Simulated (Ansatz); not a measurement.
Pressure series of BeTe (F-43m)

```
Be Te
1.0
     2.77722    2.77722    0.00000
    -2.77722    2.77722    0.00000
     0.00000    2.77722    2.77722
Be Te
1 1
Direct
  0.00000 0.00000 0.00000
  0.75000 0.25000 0.50000
```

This is the zero-pressure cell under LDA. Cell and atoms are relaxed by PAW (default files of Ansatz 0.2.0, cutoff 420 eV, stress met within about 0.05 GPa) at each pressure, in this structure whether or not another phase would take over; P is the pressure reached, less that of this cell. Levels come from LDA, all-electron LAPW in Ansatz 0.2.0, scalar-relativistic; k mesh 8×8×8, fixed occupations, basis error target 0.5 meV/atom. Conduction levels are in eV over the valence top (at Γ), at fixed fractional wave vectors. Zone-centre phonons come from finite displacements by PAW, without the LO-TO term.

```csv
P (GPa),V/V₀,X,L,Γ,T2 TO (cm⁻¹)
-2.02,1.0346,1.869,3.078,3.613,459.0
0.00,1.0000,1.789,3.175,3.586,481.0
1.96,0.9715,1.717,3.260,3.560,500.1
3.99,?,?,?,?,?
7.00,0.9126,1.550,3.448,3.494,542.6
9.97,0.8847,1.462,3.545,3.457,564.5
14.97,0.8452,1.326,3.691,3.396,597.4
```

Q: Fit the third-order Birch-Murnaghan equation to the rows shown.

A: With f = [(V₀/V)^(2/3) − 1]/2, the normalised pressure F = P/[3f(1 + 2f)^(5/2)] is 63.6 GPa at f = -0.0112, 63.9 GPa at f = 0.0097, 63.7 GPa at f = 0.0314, 63.7 GPa at f = 0.0426, 63.6 GPa at f = 0.0593. The line F = B₀[1 + (3/2)(B′ − 4)f] gives B₀ = 63.7 GPa and B′ = 4.0.

Q: What are the volume deformation potentials and pressure coefficients of these levels at zero pressure?

A: 

```csv
level,dE/dlnV (eV),dE/dP = −(dE/dlnV)/B₀ (meV/GPa),mean slope up to 2.0 GPa (meV/GPa)
X,2.43,-38.1,-36.7
L,-2.89,45.4,43.1
Γ,0.85,-13.3,-13.2
```

dE/dlnV is the slope of a cubic fit in ln V at V₀. The last column is read from two rows and shows how the slope bends with pressure.

Q: What mode Grüneisen parameters follow?

A: γ = −d ln ω/d ln V at V₀ from a quadratic fit in ln V: T2 1.36.

Q: What belongs in the row at 3.99 GPa?

A: The fits give V/V₀ = 0.9455 and X = 1.647 eV. Computed: V/V₀ = 0.9456, X = 1.647, L = 3.340, Γ = 3.533, T2 TO (cm⁻¹) = 518.2.

Keep in mind: no other phase was computed; many crystals of this kind change structure within this range, and rows or crossings beyond such a change describe a metastable lattice; no spin-orbit coupling on heavy atoms; the frozen-core PAW files of the relaxations were fitted under PBE, their cores solved anew for this functional; semilocal gaps are low, and the spacing of valleys can be off by tenths of an eV; levels are read at fixed fractional k, so an edge that moves off these points is missed.
